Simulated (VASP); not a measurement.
# AlP (F-43m) in VASP: notebook

The runs below take AlP through single point, with LDA.

All numbers are computed with VASP 6.6.1; they aren't measurements. Logs are shortened: lines on timing, memory, paths and dates and some standing lists are left out, and cuts for length are marked.

**The experiment to reproduce.**

From a printed reference work, data compilation, for a bulk crystal of AlP at 4.2 K: band gap 2.505 eV (indirect).

How close the calculation comes is told below.

## (1) The cell of the first run

Symmetry: F-43m, No. 216, cubic system. Conventional cell: a = 5.302 Å, b = 5.302 Å, c = 5.302 Å, α = 90.00°, β = 90.00°, γ = 90.00°. Al (site symmetry -43m) has 4 P at 2.30 Å within 3.0 Å. P (site symmetry -43m) has 4 Al at 2.30 Å within 3.0 Å.

## (2) Single point, LDA

Contents of INCAR:

```
SYSTEM = AlP
PREC = Accurate ; ENCUT = 500
EDIFF = 1E-6 ; ISMEAR = 0
SIGMA = 0.01 ; LREAL = .FALSE.
LASPH = .TRUE. ; NELM = 120
ALGO = Normal ; ISIF = 2
LWAVE = .FALSE. ; LCHARG = .FALSE.
NBANDS = 11 ; GGA_COMPAT = .FALSE.
```

Contents of KPOINTS:

```
Automatic mesh
0
G
  6 6 6
  0 0 0
```

Contents of POSCAR:

```
AlP
1.0
    0.0000000000      2.6507908459      2.6507908459
    2.6507908459      0.0000000000      2.6507908459
    2.6507908459      2.6507908459      0.0000000000
Al P
1 1
Direct
    0.0000000000      0.0000000000      0.0000000000
    0.2500000000      0.2500000000      0.2500000000
```

Potentials or basis: VASP PAW LDA potentials, release 64 (Al, P).

The run is started by

```
cat potpaw_LDA.64/Al/POTCAR potpaw_LDA.64/P/POTCAR > POTCAR
mpirun -np 1 vasp_std > vasp.out
```

OUTCAR:

```text
SYSTEM = AlP
   PREC = Accurate
   ENCUT = 500
   EDIFF = 1E-6
   ISMEAR = 0
   LREAL = .FALSE.
   LASPH = .TRUE.
   NELM = 120
   ISIF = 2

 ion  position               nearest neighbor table
   1  0.000  0.000  0.000-   2 2.30   2 2.30   2 2.30   2 2.30
   2  0.250  0.250  0.250-   1 2.30   1 2.30   1 2.30   1 2.30

  LATTYP: Found a face centered cubic cell.
 ALAT       =     5.3015816918

  Lattice vectors:

 A1 = (   0.0000000000,   2.6507908459,   2.6507908459)
 A2 = (   2.6507908459,   0.0000000000,   2.6507908459)
 A3 = (   2.6507908459,   2.6507908459,   0.0000000000)

Analysis of symmetry for initial positions (statically):
=====================================================================
 Subroutine PRICEL returns:
 Original cell was already a primitive cell.

 Routine SETGRP: Setting up the symmetry group for a
 face centered cubic supercell.

 Subroutine GETGRP returns: Found 24 space group operations
 (whereof 24 operations were pure point group operations)
 out of a pool of 48 trial point group operations.

The static configuration has the point symmetry T_d .

Analysis of symmetry for dynamics (positions and initial velocities):
=====================================================================
 Subroutine PRICEL returns:
 Original cell was already a primitive cell.

 Routine SETGRP: Setting up the symmetry group for a
 face centered cubic supercell.

 Subroutine GETGRP returns: Found 24 space group operations
 (whereof 24 operations were pure point group operations)
 out of a pool of 48 trial point group operations.

The dynamic configuration has the point symmetry T_d .

 Subroutine INISYM returns: Found 24 space group operations
 (whereof 24 operations are pure point group operations),
 and found     1 'primitive' translations

----------------------------------------------------------------------------------------

                                     Primitive cell

  volume of cell :      37.2526

  direct lattice vectors                    reciprocal lattice vectors
     0.000000000  2.650790846  2.650790846    -0.188622954  0.188622954  0.188622954
     2.650790846  0.000000000  2.650790846     0.188622954 -0.188622954  0.188622954
     2.650790846  2.650790846  0.000000000     0.188622954  0.188622954 -0.188622954

  length of vectors
     3.748784365  3.748784365  3.748784365     0.326704540  0.326704540  0.326704540

  position of ions in fractional coordinates (direct lattice)
     0.000000000  0.000000000  0.000000000
     0.250000000  0.250000000  0.250000000

  ion indices of the primitive-cell ions
   primitive index   ion index
[... 74 lines left out ...]
   TEBEG  =    0.0;   TEEND  =   0.0 temperature during run
   PSTRESS=    0.0 pullay stress
   NELECT =       8.0000    total number of electrons
   NUPDOWN=      -1.0000    fix difference up-down
   EMIN   =  10.00;   EMAX   =-10.00  energy-range for DOS
   EFERMI =   0.00;   METHOD = LEGACY
   ISMEAR =     0;   SIGMA  =   0.01  broadening in eV -4-tet -1-fermi 0-gaus
   EFERMI_NEDOS =   21; number of points for ismear=-14 and -15
   IALGO  =     38    algorithm
   IMIX   =      4    mixing-type and parameters
     AMIX     =   0.40;   BMIX     =  1.00
     AMIX_MAG =   1.60;   BMIX_MAG =  1.00
  volume/ion in A,a.u.               =      18.63       125.70
  Fermi-wavevector in a.u.,A,eV,Ry     =   0.980361  1.852614 13.076664  0.961108
  Thomas-Fermi vector in A             =   2.111285
   LORBIT       =      0    0 simple, 1 ext, 2 COOP (PROOUT), +10 PAW based schemes
   GGA     = CA    functional components
   LHFCALC =     F    Hartree Fock is set to
   AEXX    =    0.0000 exact exchange contribution
   IVDW    =     0    specifies the selected vdW correction
   LEPSILON=     F    determine dielectric tensor
   LRPA    =     F    only Hartree local field effects (RPA)
 non-spin polarized calculation
 Gauss-broadening in eV      SIGMA  =   0.01
  energy-cutoff  :      500.00
  volume of cell :       37.25
 maximum number of plane-waves:       960
   NGX = 13   NGY = 13   NGZ = 13

 number of electron       8.0000000 magnetization

 Free energy of the ion-electron system (eV)
  ---------------------------------------------------
  ext. energy  EPLUGINS =         0.00000000
  ---------------------------------------------------
  free energy    TOTEN  =       -11.33617285 eV

  energy without entropy =      -11.33617285  energy(sigma->0) =      -11.33617285

 E-fermi :   5.4220     XC(G=0):  -9.7855

 val. band max:        5.3025067885   @ k =   0.0000   0.0000   0.0000
 cond. band min:       6.5572588378   @ k =   0.5000   0.5000   0.0000
 fundamental gap:      1.2547520493
 Fermi energy:         5.4220355246

 k-point     1 :       0.0000    0.0000    0.0000
  band No.  band energies     occupation
      1      -6.7330      2.00000
      2       5.3025      2.00000
      3       5.3025      2.00000
      4       5.3025      2.00000
      5       9.1865      0.00000
      6       9.8905      0.00000
      7       9.8905      0.00000
      8       9.8905      0.00000
      9      14.2072      0.00000
     10      14.2072      0.00000
     11      15.9340      0.00000
[... 197 lines left out ...]
 k-point    16 :      -0.3333    0.5000    0.1667
  band No.  band energies     occupation
      1      -3.9909      2.00000
      2      -0.0465      2.00000
      3       2.0568      2.00000
      4       2.3146      2.00000
      5       8.4721      0.00000
      6       9.6101      0.00000
      7      13.1860      0.00000
      8      13.5821      0.00000
      9      17.0682      0.00000
     10      17.6993      0.00000
     11      19.1425      0.00000

------------------------ aborting loop because EDIFF is reached ----------------------------------------

  FORCE on cell =-STRESS in cart. coord.  units (eV):
  Direction    XX          YY          ZZ          XY          YZ          ZX
  --------------------------------------------------------------------------------------
  -------------------------------------------------------------------------------------
  Total        1.8351219      1.8351219      1.8351219     -0.0000000      0.0000000     -0.0000000
  in kB       78.9258213     78.9258213     78.9258213     -0.0000000      0.0000000     -0.0000000
  external PRESSURE =      78.9258213 kB  Pullay stress =       0.0000000 kB

 VOLUME and BASIS-vectors are now :
 -----------------------------------------------------------------------------
  energy-cutoff  :      500.00
  volume of cell :       37.25
      direct lattice vectors                 reciprocal lattice vectors
     0.000000000  2.650790846  2.650790846    -0.188622954  0.188622954  0.188622954
     2.650790846  0.000000000  2.650790846     0.188622954 -0.188622954  0.188622954
     2.650790846  2.650790846  0.000000000     0.188622954  0.188622954 -0.188622954

 POSITION                                       TOTAL-FORCE (eV/Angst)
 -----------------------------------------------------------------------------------
      0.00000      0.00000      0.00000        -0.000000     -0.000000      0.000000
      1.32540      1.32540      1.32540         0.000000      0.000000     -0.000000
 -----------------------------------------------------------------------------------
    total drift:                                0.000000      0.000000      0.000000

  FREE ENERGIE OF THE ION-ELECTRON SYSTEM (eV)
  ---------------------------------------------------
  free  energy   TOTEN  =       -11.3361728545 eV

  energy  without entropy=      -11.3361728545  energy(sigma->0) =      -11.33617285
```

OSZICAR:

```text
N       E                     dE             d eps       ncg     rms          rms(c)
DAV:   1     0.115773336983E+02    0.11577E+02   -0.30247E+03   352   0.538E+02
DAV:   2    -0.109234978231E+02   -0.22501E+02   -0.21834E+02   454   0.957E+01
DAV:   3    -0.118106242143E+02   -0.88713E+00   -0.88546E+00   446   0.178E+01
DAV:   4    -0.118172673175E+02   -0.66431E-02   -0.66427E-02   435   0.187E+00
DAV:   5    -0.118173297775E+02   -0.62460E-04   -0.62460E-04   460   0.164E-01    0.507E+00
DAV:   6    -0.114193510080E+02    0.39798E+00   -0.68971E-01   388   0.314E+00    0.322E+00
DAV:   7    -0.113409983614E+02    0.78353E-01   -0.26436E-01   426   0.206E+00    0.156E+00
DAV:   8    -0.113363364182E+02    0.46619E-02   -0.18618E-02   417   0.654E-01    0.167E-01
DAV:   9    -0.113361650637E+02    0.17135E-03   -0.11950E-03   425   0.176E-01    0.492E-02
DAV:  10    -0.113361707075E+02   -0.56438E-05   -0.39488E-05   424   0.331E-02    0.202E-02
DAV:  11    -0.113361733146E+02   -0.26071E-05   -0.80097E-06   403   0.147E-02    0.199E-02
DAV:  12    -0.113361728545E+02    0.46005E-06   -0.17205E-06   265   0.551E-03
   1 F= -.11336173E+02 E0= -.11336173E+02  d E =-.700980E-66
```

Wall time 2.5 s (1 thread of Intel Xeon 6975P-C (Granite Rapids), shared host); peak memory 0.13 GiB.

What came out:

| Quantity | Value |
| --- | --- |
| Free energy | -11.3362 eV |
| Pressure | 7.9 GPa |
| Band gap on the k mesh | 1.25 eV, indirect (least direct gap 3.56 eV) |

A k mesh can miss the band edges. LDA gaps usually lie below the measured ones, often by a third to a half.

[end of part 1 of 2]
